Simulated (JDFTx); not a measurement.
The system is KI.

```
I K
1.0
     0.00000    3.53277    3.53277
     3.53277    0.00000    3.53277
     3.53277    3.53277    0.00000
I K
1 1
Direct
  0.50000 0.50000 0.50000
  0.00000 0.00000 0.00000
```

```yaml
Program: JDFTx 1.7.0 (patched build)
Task: single point
Functional: PBE
Potentials_or_basis: PseudoDojo-SR-PBE-0.5-standard with smoothed tails
Cutoff: 1007 eV
Density_cutoff: 8055 eV
k_mesh: 7 × 7 × 7
Occupations: fermi-dirac, width 0.05 eV
Spin: no spin polarisation
```

On this cell: pressure 0.6 GPa; largest force zero by symmetry; band gap on the k mesh 3.96 eV, direct.

The same run follows on a disturbed copy (atoms moved at random, drawn with an rms of 0.05 Å):

```
I K
1.0
     0.00000    3.53277    3.53277
     3.53277    0.00000    3.53277
     3.53277    3.53277    0.00000
I K
1 1
Direct
  0.50360 0.51251 0.48597
  0.00690 0.99881 0.99937
```

Task: What changes?

Result: The energy moves by +1.3 meV/atom; pressure 0.6 GPa; largest force 0.075 eV/Å; band gap on the k mesh 3.96 eV, direct.

Forces in eV/Å, atoms in the order of the input:
```
I   -0.001  0.064 -0.039
K    0.001 -0.064  0.039
```

Caveats: the empty levels aren't tightly converged; spin-orbit coupling is left out, which moves the levels of the heavy elements; an odd mesh through Γ misses points on the zone boundary, where band edges often lie.
